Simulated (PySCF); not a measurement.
Basis-set dependence of excited states

Species: triethylamine, C₆H₁₅N.
SMILES with atom numbers: `[CH3:1][CH2:2][N:3]([CH2:4][CH3:5])[CH2:6][CH3:7]` (hydrogens: H8, H9, H10 on C1; H11, H12 on C2; H13, H14 on C4; H15, H16, H17 on C5; H18, H19 on C6; H20, H21, H22 on C7)

Geometry (PBE0-D3(BJ)/def2-SVP, Å), atoms numbered from 1 in this order:
```
atom  x, y, z in Å
C1    -1.7082   -1.6124    0.0963
C2    -0.8051   -0.7625    0.9885
N3     0.0220    0.2248    0.3232
C4    -0.7192    1.3332   -0.2445
C5     0.0700    2.6327   -0.2698
C6     1.0238   -0.3103   -0.5744
C7     2.0299   -1.2233    0.1037
H8    -2.4092   -0.9906   -0.4826
H9    -1.1286   -2.2159   -0.6195
H10   -2.3060   -2.3085    0.7048
H11   -0.1520   -1.4242    1.5807
H12   -1.4239   -0.2264    1.7277
H13   -1.0936    1.1089   -1.2694
H14   -1.6185    1.4833    0.3750
H15   -0.5484    3.4543   -0.6630
H16    0.4033    2.8965    0.7449
H17    0.9633    2.5636   -0.9090
H18    1.5693    0.5434   -1.0055
H19    0.5693   -0.8388   -1.4448
H20    2.8396   -1.4848   -0.5939
H21    1.5781   -2.1669    0.4456
H22    2.4715   -0.7221    0.9786
```

TDDFT with PBE0 (PySCF), vertical singlets, core orbitals frozen in the response, spherical d and f functions. The structure is a single PBE0-D3(BJ)/def2-SVP conformer in the gas phase; no vibrational or solvent corrections.

| basis | functions | diffuse | S1 (eV) | S2 (eV) | S3 (eV) | S4 (eV) | S5 (eV) | LUMO (eV) | α (au) |
| --- | --- | --- | --- | --- | --- | --- | --- | --- | --- |
| 6-31G* | 128 | no | 6.86 | 7.47 | 7.81 | 8.13 | 8.68 | 2.55 | 72.2 |
| 6-31+G* | 156 | yes | 5.24 | 5.65 | 5.66 | 5.73 | 6.38 | 0.43 | 80.8 |
| def2-SVP | 173 | no | 6.25 | 6.81 | 7.08 | 7.27 | 8.03 | 1.71 | 75.2 |
| def2-SVPD | 260 | yes | 5.54 | 6.02 | 6.17 | 6.27 | 6.97 | 0.73 | 85.4 |
| aug-cc-pVDZ | 296 | yes | 4.89 | 5.27 | 5.32 | 5.37 | 5.97 | -0.05 | 88.0 |

Q: Compare the sets with the largest diffuse one.

A: States are compared by their number. Against the largest diffuse basis here (aug-cc-pVDZ, itself not a converged limit), sets without diffuse functions differ by up to 1.96 eV in S1 and 2.72 eV in S5; the smaller diffuse sets differ by up to 0.65 and 1.00 eV. State by state, the largest deviation of a set without diffuse functions is S1 1.96, S2 2.20, S3 2.50, S4 2.76, S5 2.72 eV. The same number needn't mean the same state in each row. Against aug-cc-pVDZ the polarisability deviates by -18% in 6-31G*, -8% in 6-31+G*, -14% in def2-SVP, -3% in def2-SVPD. A single + in a Pople set puts diffuse functions on heavy atoms only.
